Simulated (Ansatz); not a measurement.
# Ge: the cost of one run

Method: DFT PBEsol, scalar-relativistic, plane waves, PAW, in Ansatz 0.2.0.

2 further runs of the same task are left out: 2 set aside as unsound or not needed.

## Step 1: The starting structure

Symmetry: Fmmm, No. 69, orthorhombic system. Conventional cell: a = 5.187 Å, b = 5.714 Å, c = 9.943 Å, α = 90.00°, β = 90.00°, γ = 90.00°. Around Ge (site symmetry mm2) lie 8 Ge at 2.65 to 3.04 Å. Ge (site symmetry m2m) has 5 Ge at 2.60 to 2.71 Å as nearest neighbours.

Coordinates:

```cif
data_structure
_symmetry_space_group_name_H-M 'Fmmm'
_symmetry_Int_Tables_number 69
_cell_length_a 5.1870
_cell_length_b 5.7141
_cell_length_c 9.9427
_cell_angle_alpha 90.000
_cell_angle_beta 90.000
_cell_angle_gamma 90.000
_cell_volume 294.69
loop_
_atom_site_label
_atom_site_type_symbol
_atom_site_symmetry_multiplicity
_atom_site_Wyckoff_symbol
_atom_site_fract_x
_atom_site_fract_y
_atom_site_fract_z
_atom_site_occupancy
Ge1 Ge 8 i 0.00000 0.00000 0.22341 1
Ge2 Ge 8 h 0.50000 0.22774 0.00000 1
```

It goes back to an entry of the Materials Project, which need not be the stable form.

It is built from the cell relaxed beforehand with the same method (18.42 Å³/atom).

## Step 2: Reference: the perfect supercell

The input, input.yaml:

```yaml
crystal:
  lattice:
    - [0.0, -5.7141090057, 5.1870250377]
    - [4.9713426905, 2.8570545029, 5.1870250377]
    - [-4.9713426905, 2.8570545029, 5.1870250377]
  atoms:
    - { symbol: Ge, position: [0.1666666667, 0.443260861, 0.8900724723] }
    - { symbol: Ge, position: [0.5, 0.7765941943, 0.2234058057] }
    - { symbol: Ge, position: [0.8333333333, 0.1099275277, 0.556739139] }
    - { symbol: Ge, position: [0.0, 0.7765941943, 0.2234058057] }
    - { symbol: Ge, position: [0.3333333333, 0.1099275277, 0.556739139] }
    - { symbol: Ge, position: [0.6666666667, 0.443260861, 0.8900724723] }
    - { symbol: Ge, position: [0.1666666667, 0.8900724723, 0.443260861] }
    - { symbol: Ge, position: [0.5, 0.2234058057, 0.7765941943] }
    - { symbol: Ge, position: [0.8333333333, 0.556739139, 0.1099275277] }
    - { symbol: Ge, position: [0.3333333333, 0.556739139, 0.1099275277] }
    - { symbol: Ge, position: [0.6666666667, 0.8900724723, 0.443260861] }
    - { symbol: Ge, position: [0.0, 0.2234058057, 0.7765941943] }
    - { symbol: Ge, position: [0.4851532461, 0.7574146156, 0.7574146156] }
    - { symbol: Ge, position: [0.8184865795, 0.0907479489, 0.0907479489] }
    - { symbol: Ge, position: [0.1518199128, 0.4240812823, 0.4240812823] }
    - { symbol: Ge, position: [0.8481800872, 0.5759187177, 0.5759187177] }
    - { symbol: Ge, position: [0.1815134205, 0.9092520511, 0.9092520511] }
    - { symbol: Ge, position: [0.5148467539, 0.2425853844, 0.2425853844] }
    - { symbol: Ge, position: [0.3481684054, 0.5759070359, 0.5759070359] }
    - { symbol: Ge, position: [0.6815017387, 0.9092403693, 0.9092403693] }
    - { symbol: Ge, position: [0.0148350721, 0.2425737026, 0.2425737026] }
    - { symbol: Ge, position: [0.9851649279, 0.7574262974, 0.7574262974] }
    - { symbol: Ge, position: [0.3184982613, 0.0907596307, 0.0907596307] }
    - { symbol: Ge, position: [0.6518315946, 0.4240929641, 0.4240929641] }
  symmetry: { detect: false }
basis:
  ecutwfc: 420
kpoints:
  mp_grid: { grid: [2, 2, 2], shift: [0.5, 0.5, 0.5] }
hamiltonian:
  xc: pbesol
scf:
  occupations: { method: gaussian, width: 0.1 }
output:
  forces: true
  stress: true
  eigenvalues: true
```

Run with:

```console
$ ansatz run input.yaml --threads 4 --pin off --max-ram 9216MiB --backend cpu --events-out ev --progress --plain --runs-dir out
```

**Question.** How long does this run take on 4 threads of AMD EPYC 9R14 (Zen 4), shared host, and how much memory does it need?

About 6.1 s, with a peak of 1.8 GiB.
